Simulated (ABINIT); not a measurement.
# GaSb: band structure with RPBE

**What was measured.**

From a printed reference work, data compilation, for a bulk crystal of GaSb at 4.2 K: band gap 0.811 eV (direct).

The system is GaSb.

```
Sb Ga
1.0
     0.00000    3.05900    3.05900
     3.05900    0.00000    3.05900
     3.05900    3.05900    0.00000
Sb Ga
1 1
Direct
  0.75000 0.75000 0.75000
  0.00000 0.00000 0.00000
```

* Program: ABINIT 10.8.3 (patched build)
* Task: band structure
* Functional: RPBE
* Potentials or basis: JTH PAW PBE v2.0
* Cutoff: 463 eV
* k mesh: 8 × 8 × 8
* Occupations: fermi-dirac, width 0.05 eV
* Spin: no spin polarisation
* Fine-grid cutoff: 925.187 eV
* Exchange and correlation inside the PAW spheres: full angular mesh (pawxcdev 0, this build's default; the released program takes 1)

```yaml
Pressure: 3.7 GPa
Band_gap_on_the_k_mesh: 0.12 eV, direct
Band_gap_along_the_path: 0.12 eV, direct
Valence_electrons_inside_the_program's_atomic_spheres: Sb 12.55; Ga 11.03
```

Levels at the corners of the path, in eV from the valence-band top:
```tsv
point	band 10	band 11	band 12	band 13	band 14	band 15	band 16	band 17	band 18	band 19
Γ	-14.96	-11.45	0.00	0.00	0.00	0.12	2.80	2.80	2.80	6.03
X	-14.96	-9.00	-6.77	-2.56	-2.56	0.99	1.36	8.75	8.75	10.20
W	-14.96	-8.96	-6.63	-3.32	-3.10	3.72	4.42	4.46	4.84	10.02
K	-14.96	-9.07	-6.59	-3.58	-2.18	1.49	3.95	6.68	6.85	7.67
Γ	-14.96	-11.45	0.00	0.00	0.00	0.12	2.80	2.80	2.80	6.03
L	-14.96	-9.83	-6.32	-1.15	-1.15	0.49	3.79	3.79	6.65	9.52
U	-14.96	-9.07	-6.59	-3.58	-2.18	1.49	3.95	6.68	6.85	7.67
W	-14.96	-8.96	-6.63	-3.32	-3.10	3.72	4.42	4.46	4.84	10.02
L	-14.96	-9.83	-6.32	-1.15	-1.15	0.49	3.79	3.79	6.65	9.52
K	-14.96	-9.07	-6.59	-3.58	-2.18	1.49	3.95	6.68	6.85	7.67
```

It took 84 s on 1 thread of Arm Neoverse V1, with other jobs on the host, peak memory 0.14 GiB.

Against the measured gap of GaSb, 0.811 eV (direct; 4.2 K; a printed reference work, data compilation), the calculated 0.12 eV is off by -0.69 eV. Spin-orbit coupling on Ga, Sb is left out. The value is that of RPBE, without temperature or zero-point motion. Semilocal functionals fall short of measured gaps as a rule.

Caveat: the PAW data sets were made with another functional, which shifts forces and pressure a little; spin-orbit coupling is left out, which moves the levels of the heavy elements.
